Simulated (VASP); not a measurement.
Set up this calculation in VASP 6.6.1, as the native input.

```
Task                   : band structure
Functional             : LDA
Potentials or basis    : VASP PAW LDA potentials, release 64 (Sb, Ga_d)
Cutoff                 : 520 eV
k mesh                 : 6 × 6 × 6
Occupations            : fermi-dirac, width 0.05 eV
Spin                   : spin-orbit coupling, no magnetisation
Further INCAR settings : ALGO = Normal; EDIFF = 1e-06
```

GaSb:

```xyz
2
Lattice="0.0000 3.0590 3.0590 3.0590 0.0000 3.0590 3.0590 3.0590 0.0000" Properties=species:S:1:pos:R:3 pbc="T T T"
Sb    4.5885    4.5885    4.5885
Ga    0.0000    0.0000    0.0000
```

One way to write it, as run:

POSCAR

```
GaSb
1.0
    0.0000000000      3.0590000000      3.0590000000
    3.0590000000      0.0000000000      3.0590000000
    3.0590000000      3.0590000000      0.0000000000
Sb Ga
1 1
Direct
    0.7500000000      0.7500000000      0.7500000000
    0.0000000000      0.0000000000      0.0000000000
```

INCAR.step1

```
PREC = Accurate
ENCUT = 520
EDIFF = 1E-6
ISMEAR = -1
SIGMA = 0.05
LREAL = False
LASPH = True
NELM = 80
ALGO = Normal
ISIF = 2
LWAVE = False
LCHARG = True
MAGMOM = 0 0 0 0 0 0
LORBIT = 11
LSORBIT = True
GGA_COMPAT = False
GGA = CA
```

KPOINTS.step1

```
Automatic mesh
0
Gamma
  6 6 6
```

INCAR.step2

```
PREC = Accurate
ENCUT = 520
EDIFF = 1E-6
ISMEAR = 0
SIGMA = 0.05
LREAL = False
LASPH = True
NELM = 80
ALGO = Normal
ISIF = 2
LWAVE = False
LCHARG = False
MAGMOM = 0 0 0 0 0 0
LORBIT = 11
LSORBIT = True
GGA_COMPAT = False
GGA = CA
ICHARG = 11
```

KPOINTS.step2

```
path GXWKGLUWLK,UX
15
line-mode
reciprocal
 0.0000000000  0.0000000000  0.0000000000  G
 0.5000000000  0.0000000000  0.5000000000  X

 0.5000000000  0.0000000000  0.5000000000  X
 0.5000000000  0.2500000000  0.7500000000  W

 0.5000000000  0.2500000000  0.7500000000  W
 0.3750000000  0.3750000000  0.7500000000  K

 0.3750000000  0.3750000000  0.7500000000  K
 0.0000000000  0.0000000000  0.0000000000  G

 0.0000000000  0.0000000000  0.0000000000  G
 0.5000000000  0.5000000000  0.5000000000  L

 0.5000000000  0.5000000000  0.5000000000  L
 0.6250000000  0.2500000000  0.6250000000  U

 0.6250000000  0.2500000000  0.6250000000  U
 0.5000000000  0.2500000000  0.7500000000  W

 0.5000000000  0.2500000000  0.7500000000  W
 0.5000000000  0.5000000000  0.5000000000  L

 0.5000000000  0.5000000000  0.5000000000  L
 0.3750000000  0.3750000000  0.7500000000  K

 0.6250000000  0.2500000000  0.6250000000  U
 0.5000000000  0.0000000000  0.5000000000  X
```

Potentials or basis: VASP PAW LDA potentials, release 64 (Sb, Ga_d).

The run is started by

```bash
$ cat potpaw_LDA.64/Sb/POTCAR potpaw_LDA.64/Ga_d/POTCAR > POTCAR
$ cp INCAR.step1 INCAR
$ cp KPOINTS.step1 KPOINTS
$ mpirun -np 1 vasp_ncl > vasp.out
$ cp INCAR.step2 INCAR
$ cp KPOINTS.step2 KPOINTS
$ mpirun -np 1 vasp_ncl > vasp.out
```

It took 2.6 min on 1 thread of AMD EPYC 9R45 96-Core Processor (Zen 5) (shared host), peak memory 0.44 GiB.
